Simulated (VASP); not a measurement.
# Mn (P6_3/mmc) in VASP: further runs

The runs below take Mn through single point, with PBE.

Everything below comes from runs of VASP 6.6.1. Logs are shortened: lines on timing, memory, paths and dates and some standing lists are left out, and cuts for length are marked.

### 1 The structure

It takes space group P6_3/mmc (No. 194, hexagonal). Conventional cell: a = 2.484 Å, b = 2.484 Å, c = 4.026 Å, α = 90.00°, β = 90.00°, γ = 120.00°. Mn (site symmetry -6m2) is surrounded by 12 Mn at 2.47 to 2.48 Å.

This isn't the form of Mn at room conditions, which is a 58-atom cubic cell.

### 2 Single point, PBE, collinear spin, ferromagnetic start

The input, INCAR:

```
PREC = Accurate
ENCUT = 280
EDIFF = 1E-6
ISMEAR = 1
SIGMA = 0.1
LREAL = F
LASPH = T
NELM = 100
ALGO = Normal
ISIF = 2
LWAVE = F
LCHARG = F
ISPIN = 2
MAGMOM = 4 4
LORBIT = 11
LMAXMIX = 4
GGA = PE
ADDGRID = F
```

The input, KPOINTS:

```
regular mesh
0
Gamma
  5 5 3
```

The input, POSCAR:

```
Mn
1.0
    2.4836457705      0.0000000000      0.0000000000
   -1.2418228853      2.1509003313      0.0000000000
    0.0000000000      0.0000000000      4.0261950000
Mn
2
Direct
    0.3276130000      0.6533230000      0.2419640000
    0.6727760000      0.3616470000      0.7542400000
```

Potentials or basis: VASP PAW PBE potentials, release 64 (Mn_pv).

Started as:

```
$ cat potpaw_PBE.64/Mn_pv/POTCAR > POTCAR
$ mpirun -np 1 vasp_std > vasp.out
```

OUTCAR:

```text
PREC = Accurate
   ENCUT = 280
   EDIFF = 1E-6
   ISMEAR = 1
   LREAL = F
   LASPH = T
   NELM = 100
   ISIF = 2
   ISPIN = 2
   LORBIT = 11
   GGA = PE

 Found     38 irreducible k-points:

 Following reciprocal coordinates:
            Coordinates               Weight
  0.000000  0.000000  0.000000      1.000000
  0.200000  0.000000  0.000000      2.000000
  0.000000  0.200000  0.000000      2.000000
 -0.200000  0.200000  0.000000      2.000000
  0.400000  0.000000  0.000000      2.000000
  0.000000  0.400000  0.000000      2.000000
   k-points           NKPTS =     38   k-points in BZ     NKDIM =     38   number of bands    NBANDS=     21
   number of dos      NEDOS =    301   number of ions     NIONS =      2
   total plane-waves  NPLWV =   4704
   dimension x,y,z NGX =    14 NGY =   14 NGZ =   24
   dimension x,y,z NGXF=    28 NGYF=   28 NGZF=   48
   ions per type =               2
   NGX,Y,Z   is equivalent  to a cutoff of   9.37,  9.37,  9.91 a.u.
   NGXF,Y,Z  is equivalent  to a cutoff of  18.74, 18.74, 19.82 a.u.
 SYSTEM =  unknown system
   PREC   = accura    normal or accurate (medium, high low for compatibility)
   ISTART =      0    job   : 0-new  1-cont  2-samecut
   ICHARG =      2    charge: 1-file 2-atom 10-const
   ISPIN  =      2    spin polarized calculation?
   LNONCOLLINEAR =      F non collinear calculations
   LSORBIT =      F    spin-orbit coupling
   LASPH  =      T    aspherical Exc in radial PAW
   ENCUT  =  280.0 eV  20.58 Ry    4.54 a.u.   3.39  3.39  5.49*2*pi/ulx,y,z
   NELM   =    100;   NELMIN=  2; NELMDL= -5     # of ELM steps
   EDIFF  = 0.1E-05   stopping-criterion for ELM
   LREAL  =      F    real-space projection
   EDIFFG = 0.1E-04   stopping-criterion for IOM
   NSW    =      0    number of steps for IOM
   IBRION =     -1    ionic relax: 0-MD 1-quasi-New 2-CG
   NFREE  =      0    steps in history (QN), initial steepest desc. (CG)
   ISIF   =      2    stress and relaxation
   ISYM   =      2    0-nonsym 1-usesym 2-fastsym
   POTIM  = 0.5000    time-step for ionic-motion
   TEBEG  =    0.0;   TEEND  =   0.0 temperature during run
   PSTRESS=    0.0 pullay stress
   NELECT =      26.0000    total number of electrons
   NUPDOWN=      -1.0000    fix difference up-down
   EMIN   =  10.00;   EMAX   =-10.00  energy-range for DOS
   EFERMI =   0.00;   METHOD = LEGACY
   ISMEAR =     1;   SIGMA  =   0.10  broadening in eV -4-tet -1-fermi 0-gaus
   EFERMI_NEDOS =   21; number of points for ismear=-14 and -15
   IALGO  =     38    algorithm
   IMIX   =      4    mixing-type and parameters
     AMIX     =   0.40;   BMIX     =  1.00
     AMIX_MAG =   1.60;   BMIX_MAG =  1.00
  volume/ion in A,a.u.               =      10.75        72.57
  Fermi-wavevector in a.u.,A,eV,Ry     =   1.743938  3.295565 41.379665  3.041320
  Thomas-Fermi vector in A             =   2.815914
   LORBIT       =     11    0 simple, 1 ext, 2 COOP (PROOUT), +10 PAW based schemes
   GGA     = PE    functional components
   LHFCALC =     F    Hartree Fock is set to
   AEXX    =    0.0000 exact exchange contribution
   IVDW    =     0    specifies the selected vdW correction
   LEPSILON=     F    determine dielectric tensor
   LRPA    =     F    only Hartree local field effects (RPA)
 spin polarized calculation
 Methfessel and Paxton  Order N= 1 SIGMA  =   0.10
  energy-cutoff  :      280.00
  volume of cell :       21.51
 maximum number of plane-waves:       245
 NGX is ok and might be reduce to    14
   NGX =  7   NGY =  7   NGZ = 11

 number of electron      26.0000006 magnetization       1.0658311

 number of electron      26.0000006 magnetization      -0.0317323

 Free energy of the ion-electron system (eV)
  ---------------------------------------------------
  ext. energy  EPLUGINS =         0.00000000
  ---------------------------------------------------
  free energy    TOTEN  =       -17.90769552 eV

  energy without entropy =      -17.90530377  energy(sigma->0) =      -17.90689827

 E-fermi :  10.3770     XC(G=0): -14.0048

 val. band max:       10.3758717988   @ k =  -0.2000   0.2000   0.0000
 cond. band min:      10.3869382174   @ k =   0.0000   0.2000   0.0000
 fundamental gap:      0.0110664186
 Fermi energy:        10.3769767840

 spin component 1

 k-point     1 :       0.0000    0.0000    0.0000
  band No.  band energies     occupation
      1     -37.8432      1.00000
      2     -37.1892      1.00000
      3     -37.1574      1.00000
      4     -37.0811      1.00000
      5     -37.0582      1.00000
      6     -37.0562      1.00000
[... 13 lines left out ...]
     20      31.1000      0.00000
     21      34.3205      0.00000

 k-point     2 :       0.2000    0.0000    0.0000
  band No.  band energies     occupation
      1     -37.7461      1.00000
      2     -37.3718      1.00000
      3     -37.2637      1.00000
      4     -37.2292      1.00000
      5     -37.1040      1.00000
      6     -37.0946      1.00000
[... 13 lines left out ...]
     20      26.8763      0.00000
     21      31.1659      0.00000

 k-point     3 :       0.0000    0.2000    0.0000
  band No.  band energies     occupation
      1     -37.7570      1.00000
      2     -37.3638      1.00000
      3     -37.2704      1.00000
      4     -37.2426      1.00000
      5     -37.0903      1.00000
      6     -37.0843      1.00000
[... 13 lines left out ...]
     20      26.9575      0.00000
     21      31.1358      0.00000

 k-point     4 :      -0.2000    0.2000    0.0000
  band No.  band energies     occupation
      1     -37.7430      1.00000
      2     -37.3788      1.00000
      3     -37.2660      1.00000
      4     -37.2221      1.00000
      5     -37.1022      1.00000
      6     -37.0977      1.00000
[... 13 lines left out ...]
     20      26.8441      0.00000
     21      31.1576      0.00000

 k-point     5 :       0.4000    0.0000    0.0000
  band No.  band energies     occupation
      1     -37.6932      1.00000
      2     -37.5906      1.00000
      3     -37.5150      1.00000
      4     -37.3251      1.00000
      5     -37.2093      1.00000
      6     -37.1554      1.00000
[... 13 lines left out ...]
     20      22.1016      0.00000
     21      26.5838      0.00000

 k-point     6 :       0.0000    0.4000    0.0000
  band No.  band energies     occupation
      1     -37.6984      1.00000
      2     -37.6076      1.00000
      3     -37.5421      1.00000
      4     -37.3334      1.00000
      5     -37.1573      1.00000
      6     -37.1463      1.00000
[... 13 lines left out ...]
     20      21.7516      0.00000
     21      26.7715      0.00000

 [... further k-points ...]

 spin component 2

 k-point     1 :       0.0000    0.0000    0.0000
  band No.  band energies     occupation
      1     -37.8561      1.00000
      2     -37.2068      1.00000
      3     -37.1766      1.00000
      4     -37.1005      1.00000
      5     -37.0745      1.00000
      6     -37.0705      1.00000
[... 13 lines left out ...]
     20      31.0980      0.00000
     21      34.3287      0.00000

 k-point     2 :       0.2000    0.0000    0.0000
  band No.  band energies     occupation
      1     -37.7590      1.00000
      2     -37.3893      1.00000
      3     -37.2814      1.00000
      4     -37.2485      1.00000
      5     -37.1228      1.00000
      6     -37.1080      1.00000
[... 13 lines left out ...]
     20      26.8693      0.00000
     21      31.1598      0.00000

 k-point     3 :       0.0000    0.2000    0.0000
  band No.  band energies     occupation
      1     -37.7699      1.00000
      2     -37.3831      1.00000
      3     -37.2897      1.00000
      4     -37.2599      1.00000
      5     -37.1077      1.00000
      6     -37.0975      1.00000
[... 13 lines left out ...]
     20      26.9508      0.00000
     21      31.1297      0.00000

 k-point     4 :      -0.2000    0.2000    0.0000
  band No.  band energies     occupation
      1     -37.7559      1.00000
      2     -37.3966      1.00000
      3     -37.2842      1.00000
      4     -37.2409      1.00000
      5     -37.1204      1.00000
      6     -37.1113      1.00000
[... 13 lines left out ...]
     20      26.8369      0.00000
     21      31.1517      0.00000

 k-point     5 :       0.4000    0.0000    0.0000
  band No.  band energies     occupation
      1     -37.7106      1.00000
      2     -37.6070      1.00000
      3     -37.5290      1.00000
      4     -37.3442      1.00000
      5     -37.2226      1.00000
      6     -37.1744      1.00000
[... 13 lines left out ...]
     20      22.0916      0.00000
     21      26.5798      0.00000

 k-point     6 :       0.0000    0.4000    0.0000
  band No.  band energies     occupation
      1     -37.7175      1.00000
      2     -37.6224      1.00000
      3     -37.5595      1.00000
      4     -37.3508      1.00000
      5     -37.1705      1.00000
      6     -37.1636      1.00000
[... 13 lines left out ...]
     20      21.7423      0.00000
     21      26.7668      0.00000

 [... further k-points ...]

------------------------ aborting loop because EDIFF is reached ----------------------------------------

  FORCE on cell =-STRESS in cart. coord.  units (eV):
  Direction    XX          YY          ZZ          XY          YZ          ZX
  --------------------------------------------------------------------------------------
  -------------------------------------------------------------------------------------
  Total       -0.5469390     -1.0108432     -2.0091229     -0.0544159      0.0431852     -0.0230278
  in kB      -40.7422254    -75.2990723   -149.6622750     -4.0535132      3.2169206     -1.7153712
  external PRESSURE =     -88.5678576 kB  Pullay stress =       0.0000000 kB

 VOLUME and BASIS-vectors are now :
 -----------------------------------------------------------------------------
  energy-cutoff  :      280.00
  volume of cell :       21.51
      direct lattice vectors                 reciprocal lattice vectors
     2.483645770  0.000000000  0.000000000     0.402633907  0.232460795  0.000000000
    -1.241822885  2.150900331  0.000000000     0.000000000  0.464921589  0.000000000
     0.000000000  0.000000000  4.026195000     0.000000000  0.000000000  0.248373464

 POSITION                                       TOTAL-FORCE (eV/Angst)
 -----------------------------------------------------------------------------------
      0.00236      1.40523      0.97419        -0.057363      0.217324      0.244257
      1.22184      0.77787      3.03672         0.057363     -0.217324     -0.244257
 -----------------------------------------------------------------------------------
    total drift:                                0.000477     -0.001073     -0.000094

  FREE ENERGIE OF THE ION-ELECTRON SYSTEM (eV)
  ---------------------------------------------------
  free  energy   TOTEN  =       -17.9076955221 eV

  energy  without entropy=      -17.9053037680  energy(sigma->0) =      -17.90689827

 total charge

# of ion       s       p       d       tot
------------------------------------------
    1        0.425   6.389   5.184  11.998
    2        0.425   6.389   5.184  11.998
--------------------------------------------------
tot          0.850  12.778  10.368  23.996

 magnetization (x)

# of ion       s       p       d       tot
------------------------------------------
    1        0.000  -0.000  -0.016  -0.016
    2        0.000  -0.000  -0.016  -0.016
--------------------------------------------------
tot          0.000  -0.000  -0.032  -0.032
```

Run time: 35 s. Hardware: 1 thread of AMD EPYC, shared host; peak memory 0.09 GiB.

The run converged, but some of its settings lie outside the range that counts as converged, so its numbers aren't taken as properties of the crystal.

What came out:

```yaml
Free_energy: -17.9077 eV
Largest_force: 0.332 eV/Å
Band_gap_on_the_k_mesh: none (metal or under the smearing width)
Net_moment: -0.03 μB per cell
Valence_electrons_inside_the_program's_atomic_spheres: Mn 12.00
```

Caveat: the k mesh is coarse (spacing up to 0.58 Å⁻¹), so the values aren't converged; the cutoff is under 1.25 times the usual one of these potentials, so pressure, stress and relaxed cells hold a basis-set (Pulay) error; the starting moments collapsed, and a magnetic state may lie lower.

### 3 Single point, PBE, collinear spin, ferromagnetic start

INCAR: that of step 2 with these lines changed.

```diff
@@ -1,3 +1,3 @@
 PREC = Accurate
-ENCUT = 280
+ENCUT = 520
 EDIFF = 1E-6
```

The input, KPOINTS:

```
regular mesh
0
Gamma
  4 4 2
```

The input, POSCAR:

```
Mn
1.0
    2.4836457705      0.0000000000      0.0000000000
   -1.2418228853      2.1509003313      0.0000000000
    0.0000000000      0.0000000000      4.0261950000
Mn
2
Direct
    0.3333333333      0.6666666667      0.2500000000
    0.6666666667      0.3333333333      0.7500000000
```

Potentials or basis: VASP PAW PBE potentials, release 64 (Mn_pv).

Started as:

```
$ cat potpaw_PBE.64/Mn_pv/POTCAR > POTCAR
$ mpirun -np 1 vasp_std > vasp.out
```

Wall time 20 s (1 thread of AMD EPYC, shared host); peak memory 0.1 GiB.

The run converged, but some of its settings lie outside the range that counts as converged, so its numbers aren't taken as properties of the crystal.

What came out:

```yaml
Free_energy: -17.8515 eV
Pressure: 0.8 GPa
Band_gap_on_the_k_mesh: none (metal or under the smearing width)
Net_moment: 1.28 μB per cell
Site_moments: Mn +0.63 μB
Valence_electrons_inside_the_program's_atomic_spheres: Mn 11.99
```

Caveat: the k mesh is coarse (spacing up to 0.78 Å⁻¹), so the values aren't converged; the moment fell far below its start of 4 μB, so a state of higher moment may lie lower in energy.

### 4 The reference run

An earlier run on the cell as given: functional PBE; potentials or basis VASP PAW PBE potentials, release 64 (Mn_pv); cutoff 520 eV; k mesh 12 × 12 × 7; occupations fermi-dirac, width 0.05 eV; collinear spin, ferromagnetic start; starting moments [4.0, 4.0] μB.

- Pressure: -1.3 GPa
- Band gap on the k mesh: none (metal or under the smearing width)
- Net moment: 0.00 μB per cell
- Valence electrons inside the program's atomic spheres: Mn 11.98
